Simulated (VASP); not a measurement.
Input of a VASP 6.6.1 run:

File POSCAR:

```
AlN                                     
1.0
    3.1131018734      0.0000000000     -0.0000000000
   -1.5565509367      2.6960253069      0.0000000000
   -0.0000000000      0.0000000000      4.9818131039
  Al              N             
     2     2
Direct
     0.3333333332999970    0.6666666667000030    0.9989855796471589
     0.6666666667000030    0.3333333332999970    0.4989855796471589
     0.3333333332999970    0.6666666667000030    0.3810144203528436
     0.6666666667000030    0.3333333332999970    0.8810144203528436
```

The input INCAR.step1:

```
SYSTEM = AlN
PREC     = Accurate       ! precision mode
ENCUT    = 520            ! plane-wave cutoff, eV
EDIFF    = 1E-5           ! SCF threshold, eV
ISMEAR   = 0              ! smearing method
SIGMA    = 0.03           ! smearing width, eV
LREAL    = .FALSE.        ! projectors in reciprocal space
LASPH    = .TRUE.         ! aspherical terms in the spheres
NELM     = 80             ! most SCF steps
ALGO     = Normal         ! electronic algorithm
ISIF     = 2              ! what is computed and relaxed
LWAVE    = .TRUE.         ! write WAVECAR
LCHARG   = .FALSE.        ! write CHGCAR
GGA      = PE             ! functional
```

INCAR.step2

```
SYSTEM = AlN
PREC     = Accurate       ! precision mode
ENCUT    = 520            ! plane-wave cutoff, eV
EDIFF    = 1E-6           ! SCF threshold, eV
ISMEAR   = 0              ! smearing method
SIGMA    = 0.03           ! smearing width, eV
LREAL    = .FALSE.        ! projectors in reciprocal space
LASPH    = .TRUE.         ! aspherical terms in the spheres
NELM     = 80             ! most SCF steps
ALGO     = Normal         ! electronic algorithm
ISIF     = 2              ! what is computed and relaxed
LWAVE    = .FALSE.        ! write WAVECAR
LCHARG   = .FALSE.        ! write CHGCAR
METAGGA  = MBJ            ! meta-GGA
ISTART   = 1
```

File KPOINTS:

```
Automatic mesh
0
G
  12 12 6
  0 0 0
```

Contents of KPOINTS_OPT:

```
explicit points
168
Reciprocal
 0.0000000000  0.0000000000  0.0000000000 1
 0.0555555556  0.0000000000  0.0000000000 1
 0.1111111111  0.0000000000  0.0000000000 1
 0.1666666667  0.0000000000  0.0000000000 1
 0.2222222222  0.0000000000  0.0000000000 1
 0.2777777778  0.0000000000  0.0000000000 1
[... 160 lines left out ...]
 0.5000000000  0.0000000000  0.0277462800 1
 0.5000000000  0.0000000000 -0.0277462800 1
```

Potentials or basis: VASP PAW PBE potentials, release 64 (Al, N).

Command:

```bash
$ cat potpaw_PBE.64/Al/POTCAR potpaw_PBE.64/N/POTCAR > POTCAR
$ cp INCAR.step1 INCAR
$ mpirun -np 1 vasp_std > vasp.out
$ cp INCAR.step2 INCAR
$ mpirun -np 1 vasp_std > vasp.out
```

(1) What does it give for the band gap along the path?

(2) Predict the band gap on the k mesh.

Answers

(1) 5.35 eV, direct.

(2) 5.35 eV, direct.

**The experiment to reproduce.**

“Self-assembly of well-separated AlN nanowires directly on sputtered metallic TiN films”, 2019, arxiv:1910.07391 quotes, for a bulk crystal of AlN at 10 K: band gap 6.034 eV (an exciton energy, a little under the gap).

A measured gap of AlN is 6.034 eV (an exciton energy, a little under the gap; 10 K; quoted in “Self-assembly of well-separated AlN nanowires directly on sputtered metallic TiN films”, 2019, arxiv:1910.07391); the calculated 5.35 eV misses it by -0.69 eV. 2 values of this kind are on record (6.034 to 6.0343 eV); this one was drawn at random. The value is that of TB-mBJ, without temperature or zero-point motion.
